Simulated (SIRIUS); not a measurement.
Runs of SIRIUS 7.12.0 on Ir. Symmetry: Fm-3m, No. 225, cubic system. The conventional cell has a = 3.831 Å, b = 3.831 Å, c = 3.831 Å, α = 90.00°, β = 90.00°, γ = 90.00°. Ir (site symmetry m-3m) is surrounded by 12 Ir at 2.71 Å. 

```tsv
task	level	potentials or basis	spin	cutoff (eV)	muffin tin radii	basis cutoff (gk_cutoff)	valence relativity	local orbitals (radial functions)	smallest sphere radius times basis cutoff	V0 of scaled cells (Å³/atom)	B0 (GPa)
equation of state	PBE+D4	all-electron FP-LAPW, apw+lo standard	off	190	Ir 2.46 bohr	3.74 1/bohr	iora	-	-	14.11	379
equation of state	PBEsol	all-electron FP-LAPW, apw+lo standard	off	190	Ir 2.46 bohr	3.74 1/bohr	iora	Ir 17	9.2	14.03	387
equation of state	LDA	all-electron FP-LAPW, apw+lo standard	off	190	Ir 2.46 bohr	3.74 1/bohr	iora	Ir 17	9.2	13.82	(a)
equation of state	AM05	all-electron FP-LAPW, apw+lo standard	off	190	Ir 2.46 bohr	3.74 1/bohr	iora	Ir 17	9.2	13.92	393
equation of state	WC	all-electron FP-LAPW, apw+lo standard	off	190	Ir 2.46 bohr	3.74 1/bohr	iora	Ir 17	9.2	14.15	379
equation of state	PBE	all-electron FP-LAPW, apw+lo standard	off	190	Ir 2.46 bohr	3.74 1/bohr	iora	-	-	14.48	348
equation of state	PBE+D3(BJ)	all-electron FP-LAPW, apw+lo standard	off	190	Ir 2.46 bohr	3.74 1/bohr	iora	-	-	14.14	(b)
equation of state	PBE	all-electron FP-LAPW, apw+lo standard	off	190	Ir 2.46 bohr	3.74 1/bohr	iora	Ir 17	9.2	14.48	348
```

Alike in all rows: cell as given; k mesh 12 × 12 × 12; smearing fermi-dirac 0.05 eV.

Question: Estimate the missing entries.

Answer: (a) 405; (b) 374.

Not every run made on this cell is shown here.
